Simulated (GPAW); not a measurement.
# Fitting the WC energy curve of InP

It takes space group F-43m (No. 216, cubic). The conventional cell has a = 5.861 Å, b = 5.861 Å, c = 5.861 Å, α = 90.00°, β = 90.00°, γ = 90.00°. In (site symmetry -43m) is surrounded by 4 P at 2.54 Å. P (site symmetry -43m) has 4 In at 2.54 Å as nearest neighbours.

The cell was scaled at fixed shape and fractions and run with GPAW, PAW data sets generated for this functional, cutoff 600 eV; WC, k mesh 6 × 6 × 6 on the cell of 2 atoms, fermi-dirac occupations of 0.05 eV, no spin polarisation, no spin-orbit coupling. Energies are those that the program minimises, any entropy of the smearing included.

```tsv
V (Å³/atom)	energy over the lowest row (meV/atom)
23.6566	26.24
24.1600	12.21
24.6633	?
25.1666	0.00
25.6700	0.75
26.1733	5.41
26.6766	13.55
```

Task: Fit the third-order Birch-Murnaghan form, give V0, B0 and B′, and predict the energy left open.

Result: With y = (V0/V)^(2/3), E = E0 + (9 V0 B0/16) [(y - 1)³ B′ + (y - 1)² (6 - 4y)]. Least squares through the rows shown give V0 = 25.3272 Å³/atom, E0 = -0.21 meV, B0 = 67.63 GPa (1 eV/Å³ = 160.218 GPa) and B′ = 4.66, with a largest miss of 0.01 meV. At V = 24.6633 the form with these constants gives 3.65 meV; the run gave 3.65 meV an atom. Measured volume: 25.26 Å³/atom (pmc:5775340, doi:10.1038/s41598-018-19679-2), so the fit lies +0.3 % from it. The runs are for a static lattice.

The fit describes a smooth single minimum, and its recovery of the omitted energy shows that the form interpolates reliably within the sampled range. That is a weaker test of B′, which depends on the curve's asymmetry and would be probed harder by points at stronger compression. The energy rises more steeply on compression than on expansion because Pauli repulsion between overlapping electron clouds grows rapidly as the In-P bonds shorten, hence the positive B′.

The modest bulk modulus of 67.63 GPa fits an open tetrahedral network of polar covalent sp³ bonds. These are long, so the valence electron density is low, and InP is softer than GaP for the same reason. The close match in volume is typical of a gradient functional whose exchange is tuned to slowly varying densities, which largely avoids the overexpansion common with PBE. Since zero-point and thermal motion would expand the lattice further, the small positive deviation would probably grow. The curve covers only the zinc-blende phase and so cannot locate the pressure-induced transition to rock salt.
